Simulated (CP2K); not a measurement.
Runs of CP2K 2026.2 on Ge. Symmetry: Fd-3m, No. 227, cubic system. Conventional cell: a = 5.658 Å, b = 5.658 Å, c = 5.658 Å, α = 90.00°, β = 90.00°, γ = 90.00°. Around Ge (site symmetry -43m) lie 4 Ge at 2.45 Å. 

```csv
task,level,potentials or basis,k mesh,smearing,EPS_DEFAULT,EPS_SCF,k points reduced by the point group,NGRIDS,basis sets,gap on the mesh (eV),pressure (GPa),V0 of scaled cells (Å³/atom),B0 (GPa)
band structure,PBEsol,POTENTIAL_UZH Ge GTH-PBE-q4; TZVP-MOLOPT-PBE-GTH basis,8 × 8 × 8,fermi-dirac 0.05 eV,1.0E-9,1.0E-6,yes,4,Ge TZVP-MOLOPT-PBE-GTH-q4,0.05,3.4,-,-
band structure,PBEsol,POTENTIAL_UZH Ge GTH-PBE-q4; TZVP-MOLOPT-PBE-GTH basis,8 × 8 × 8,fermi-dirac 0.01 eV,1.0E-9,1.0E-6,yes,5,Ge TZVP-MOLOPT-PBE-GTH-q4,0.05,3.3,-,-
single point,PBEsol,POTENTIAL_UZH Ge GTH-PBE-q4; TZVP-MOLOPT-PBE-GTH basis,8 × 8 × 8,fermi-dirac 0.05 eV,1.0E-10,1.0E-6,yes,4,Ge TZVP-MOLOPT-PBE-GTH-q4,0.05,3.4,-,-
equation of state,PBEsol,POTENTIAL_UZH Ge GTH-PBE-q4; TZVP-MOLOPT-PBE-GTH basis,8 × 8 × 8,fermi-dirac 0.0259 eV,1.0E-9,1.0E-6,yes,5,Ge TZVP-MOLOPT-PBE-GTH-q4,-,-,23.78,60
band structure,r2SCAN,POTENTIAL_UZH Ge GTH-SCAN-q4; TZVP-MOLOPT-SCAN-GTH basis,8 × 8 × 8,fermi-dirac 0.1 eV,1.0E-9,1.0E-6,yes,4,Ge TZVP-MOLOPT-SCAN-GTH-q4,0.48,-3.0,-,-
band structure,r2SCAN,POTENTIAL_UZH Ge GTH-SCAN-q4; TZVP-MOLOPT-SCAN-GTH basis,8 × 8 × 8,fermi-dirac 0.1 eV,1.0E-10,1.0E-6,yes,4,Ge TZVP-MOLOPT-SCAN-GTH-q4,0.48,-3.0,-,-
equation of state,PBEsol,POTENTIAL_UZH Ge GTH-PBE-q4; TZVP-MOLOPT-PBE-GTH basis,8 × 8 × 8,fermi-dirac 0.05 eV,1.0E-10,1.0E-6,yes,5,Ge TZVP-MOLOPT-PBE-GTH-q4,-,-,23.78,(a)
```

Alike in all rows: no spin polarisation; cell as given.

Estimate the missing entries.

(a) 61.

Caveats: the basis of atomic orbitals isn't converged, which shifts pressures, moduli and gaps; the potentials were made for another functional, which shifts forces and pressure (some runs).

A k mesh can miss the band edges, and the runs leave out spin-orbit coupling on Ge.

Not every run made on this cell is shown here.
